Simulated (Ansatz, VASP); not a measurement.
One calculation of SnO, two programs

```xyz
4
Lattice="3.4950 0.0000 0.0000 -1.7475 3.0267 0.0000 0.0000 0.0000 5.7504" Properties=species:S:1:pos:R:3 pbc="T T T"
Sn    0.0000    2.0178    2.1457
Sn    1.7475    1.0089    5.0208
O     0.0000    2.0178    0.0000
O     1.7475    1.0089    2.8752
```

Alike in both runs: task relaxation of cell and atoms; functional PBE; k mesh 6 × 6 × 4; occupations gaussian, width 0.1 eV; no spin polarisation.

|  | VASP | Ansatz |
| --- | --- | --- |
| version | VASP 6.6.1 | Ansatz 0.2.0 |
| potentials or method | VASP PAW PBE potentials, release 64 (Sn_d, O) | scalar-relativistic, plane waves, PAW |
| plane-wave cutoff (eV) | 600 | 420 |
| valence electrons in the cell | 40 | 40 |

|  | VASP | Ansatz | Ansatz less VASP |
| --- | --- | --- | --- |
| gap on the k mesh at the Fermi level, each at its own relaxed structure (eV) | 1.00 | 1.48 | +0.474 |
| relaxed volume (Å³/atom) | 20.61 | 21.75 | +1.132 |
| relaxed cell length with the largest relative difference (Å) | 6.418 | 8.860 | +2.4412 |
| energy change over the relaxation (meV/atom) | -487 | -596 | -108.6 |

One of these differences is far larger than is usual between the two programs; its cause wasn't traced.

Caveats: the volume moved by over 15 % at a fixed basis, so the end points are rough (VASP); spin-orbit coupling is left out, which moves the levels of the heavy elements. A k mesh can miss the band edges.
